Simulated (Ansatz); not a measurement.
Runs of Ansatz 0.2.0 on HgSe. Symmetry: F-43m, No. 216, cubic system. The conventional cell has a = 6.078 Å, b = 6.078 Å, c = 6.078 Å, α = 90.00°, β = 90.00°, γ = 90.00°. Hg (site symmetry -43m) has 4 Se at 2.63 Å as nearest neighbours. Se (site symmetry -43m) has 4 Hg at 2.63 Å as nearest neighbours. 

```csv
task,level,cell,cutoff (eV),smearing,gap on the mesh (eV),pressure (GPa),relaxed volume (Å³/atom)
single point,PBE,as given,278,gaussian 0.018 eV,none,4.7,-
relaxation of cell and atoms,revPBE+D4,relaxed,-,fermi-dirac 0.05 eV,-,0.0,29.33
single point,PBE,as given,278,gaussian 0.021 eV,none,4.7,-
relaxation of cell and atoms,revPBE,relaxed,-,fermi-dirac 0.05 eV,-,0.0,(b)
relaxation of cell and atoms,PBEsol+D3(BJ),relaxed,-,fermi-dirac 0.05 eV,-,0.0,(a)
single point,PBE,as given,278,gaussian 0.012 eV,none,4.7,-
relaxation of cell and atoms,revPBE+D3(BJ),relaxed,-,fermi-dirac 0.05 eV,-,0.0,29.09
relaxation of cell and atoms,RPBE+D3(BJ),relaxed,-,fermi-dirac 0.05 eV,-,0.0,26.91
single point,PBE,as given,278,gaussian 0.029 eV,none,4.7,-
```

Alike in all rows: potentials or basis all-electron LAPW, scalar-relativistic; no spin polarisation; k mesh 8 × 8 × 8; basis error allowed 0.001 eV/atom.

Task: Estimate the missing entries.

Result: (a) 27.94; (b) 31.67.

A k mesh can miss the band edges, and the runs leave out spin-orbit coupling on Hg, Se.

A gap of «none» marks a metal or a gap under the smearing width.
